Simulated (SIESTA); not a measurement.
Crystal: KMgF3.

```
K Mg F
1.0
     3.98590    0.00000    0.00000
     0.00000    3.98590    0.00000
     0.00000    0.00000    3.98590
K Mg F
1 1 3
Direct
  0.50000 0.50000 0.50000
  0.00000 0.00000 0.00000
  0.00000 0.00000 0.50000
  0.00000 0.50000 0.00000
  0.50000 0.00000 0.00000
```

Program: SIESTA 5.4.2. Alike in all runs: task band structure; no spin polarisation; cell as given; k mesh 7 × 7 × 7; smearing fermi-dirac 0.05 eV; grid cutoff 800 Ry; energy shift 0.003 Ry.

**Question.** Order these runs on this cell by their pressure, lowest first.
A. level PBEsol; potentials or basis PseudoDojo 0.4 standard (PBEsol files), DZP (energy shift 0.003 Ry; two zetas on semicore shells; d shell added on K)
B. level LDA; potentials or basis PseudoDojo 0.4 standard (LDA files), DZP (energy shift 0.003 Ry; two zetas on semicore shells; d shell added on K)
C. level PBE; potentials or basis PseudoDojo 0.4 standard (PBE files), DZP (energy shift 0.003 Ry; two zetas on semicore shells; d shell added on K)

**Answer.** B (-3.8 GPa), A (0.9 GPa), C (4.6 GPa).

Caveats: the basis of atomic orbitals isn't converged, which shifts pressures, moduli and gaps.
